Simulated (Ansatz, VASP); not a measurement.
This is a calculation of LiH for Ansatz 0.2.0.

File input.yaml:

```yaml
crystal:
  lattice:
    - [0.0, 1.9951720069, 1.9951720069]
    - [1.9951720069, 0.0, 1.9951720069]
    - [1.9951720069, 1.9951720069, 0.0]
  atoms:
    - { symbol: Li, position: [0.0, 0.0, 0.0] }
    - { symbol: H, position: [0.5, 0.5, 0.5] }
hamiltonian:
  xc: pbe
  pseudopotentials: { kind: paw }
kpoints:
  mp_grid: { grid: [11, 11, 11] }
scf:
  occupations: { method: fermi_dirac, width: 0.05 }
output:
  forces: true
  stress: true
  eigenvalues: true
```

Potentials or basis: Ansatz PAW.

Run with:

```bash
$ ansatz run input.yaml --threads 1 --pin off --max-ram 3584MiB --backend cpu --events-out ev --progress --plain --runs-dir out
```

Task: Translate it to VASP 6.6.1. Potentials there: VASP PAW PBE potentials, release 64 (Li_sv, H).

Result: As run (the cutoff follows the program's own potentials):

Contents of INCAR:

```
PREC     = Accurate       # precision mode
ENCUT    = 520            # plane-wave cutoff, eV
EDIFF    = 1E-7           # SCF threshold, eV
ISMEAR   = -1             # smearing method
SIGMA    = 0.05           # smearing width, eV
LREAL    = False          # projectors in reciprocal space
LASPH    = True           # aspherical terms in the spheres
NELM     = 80             # most SCF steps
ALGO     = Normal         # electronic algorithm
ISIF     = 2              # what is computed and relaxed
LWAVE    = False          # write WAVECAR
LCHARG   = False          # write CHGCAR
GGA      = PE             # functional
NBANDS   = 9              # bands
```

KPOINTS

```
regular mesh
0
Gamma
  11 11 11
```

POSCAR

```
LiH
1.0
    0.0000000000      1.9951720069      1.9951720069
    1.9951720069      0.0000000000      1.9951720069
    1.9951720069      1.9951720069      0.0000000000
Li H
1 1
Direct
    0.0000000000      0.0000000000      0.0000000000
    0.5000000000      0.5000000000      0.5000000000
```

Potentials or basis: VASP PAW PBE potentials, release 64 (Li_sv, H).

Launch:

```console
$ cat potpaw_PBE.64/Li_sv/POTCAR potpaw_PBE.64/H/POTCAR > POTCAR
$ mpirun -np 1 vasp_std > vasp.out
```

Both were run:

|  | VASP | Ansatz | Ansatz less VASP |
| --- | --- | --- | --- |
| gap on the k mesh at the Fermi level (eV) | 3.17 | 3.17 | +0.006 |
| least direct gap on the mesh (eV) | 3.17 | 3.17 | +0.006 |

Caveats: an odd mesh through Γ misses points on the zone boundary, where band edges often lie (VASP); odd divisions of the mesh miss points on the zone boundary, where band edges often lie, so the gap on the mesh can be too wide (Ansatz).
